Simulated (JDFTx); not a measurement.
# K under changes of volume

One of the cells (78.519 Å³/atom); the others are scaled copies at fixed shape and fractional positions:

```
CELL_PARAMETERS angstrom
-2.69756 2.69756 2.69756
2.69756 -2.69756 2.69756
2.69756 2.69756 -2.69756
ATOMIC_POSITIONS crystal
K 0.00000 0.00000 0.00000
```

| Property | Result |
| --- | --- |
| Program | JDFTx 1.7.0 (patched build) |
| Functional | LDA |
| Potentials or basis | PseudoDojo-SR-LDA-0.4.1-standard |
| Cutoff | 980 eV |
| Density cutoff | 3918 eV |
| k mesh | 7 × 7 × 7 |
| Occupations | fermi-dirac, width 0.05 eV |
| Spin | no spin polarisation |

| volume (Å³/atom) | energy over the lowest point (meV/atom) | pressure (GPa) |
| --- | --- | --- |
| 73.807 | 0.00 | -0.5 |
| 75.378 | 5.03 | -0.5 |
| 76.948 | ? | ? |
| 78.519 | 16.42 | -0.6 |
| 80.089 | 22.68 | -0.7 |
| 81.659 | 29.26 | -0.7 |
| 83.230 | 36.13 | -0.7 |

Q: What does the run at 76.948 Å³/atom give?

A: Energy over the lowest point 10.52 meV/atom; pressure -0.6 GPa.

Worked out: A Birch-Murnaghan fit of order 3 (a polynomial in V^(-2/3)) to the other rows has no minimum within the range. It gives 10.52 meV/atom at 76.948 Å³/atom, against the run's 10.52, and -dE/dV = -0.6 GPa, against -0.6.

Energies are extrapolated to zero smearing.
